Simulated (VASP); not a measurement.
Here is a VASP 6.6.1 calculation.

The input run.py:

```python
from ase.calculators.vasp import Vasp
from ase.eos import EquationOfState
from ase.io import Trajectory
from ase.spacegroup import crystal
from ase.units import GPa

atoms = crystal(
    ['Cu', 'O'],
    basis=[[0.25, 0.75, 0.5], [0.5, 0.0816, 0.75]],
    spacegroup=15,
    setting=1,
    cellpar=[4.6837, 3.4226, 5.1288, 90.0, 99.54, 90.0],
    primitive_cell=True,
)
calc = Vasp(
    directory='calc',
    xc='pbesol',
    pp='PBE',
    setups='minimal',
    prec='Accurate',
    encut=500,
    ediff=1e-08,
    ismear=0,
    sigma=0.05,
    lreal=False,
    lasph=True,
    nelm=80,
    algo='Normal',
    isif=2,
    lwave=False,
    lcharg=False,
    ivdw=12,
    addgrid=True,
    kpts=[10, 10, 5],
    gamma=True,
)
atoms.calc = calc
cell = atoms.cell.copy()
volumes, energies = [], []
traj = Trajectory('eos.traj', 'w')
for x in [0.94, 0.96, 0.98, 1.0, 1.02, 1.04, 1.06]:
    atoms.set_cell(cell * x ** (1 / 3), scale_atoms=True)
    volumes.append(atoms.get_volume())
    energies.append(atoms.get_potential_energy())
    traj.write(atoms)
    print(f'{x:5.2f} {volumes[-1]:12.5f} {energies[-1]:14.6f}')

v0, e0, B = EquationOfState(volumes, energies, eos='birchmurnaghan').fit()
print(f'V0 = {v0:.4f} A^3, E0 = {e0:.6f} eV, B = {B / GPa:.2f} GPa')
```

Potentials or basis: VASP PAW PBE potentials, release 64 (Cu, O).

The run is started by

```console
$ python run.py
```

(1) What does it give for the equilibrium volume?

(2) What does it give for the bulk modulus at fixed shape and positions?

Results:

(1) 9.82 Å³/atom.

(2) 196 GPa.

Caveat: the cell was scaled at fixed shape and fractional positions, which overstates the stiffness of a crystal with free parameters, most of all of layers and chains; the PAW data sets were made with another functional, which shifts forces and pressure a little; the run has no spin polarisation, though such a crystal can be magnetic.
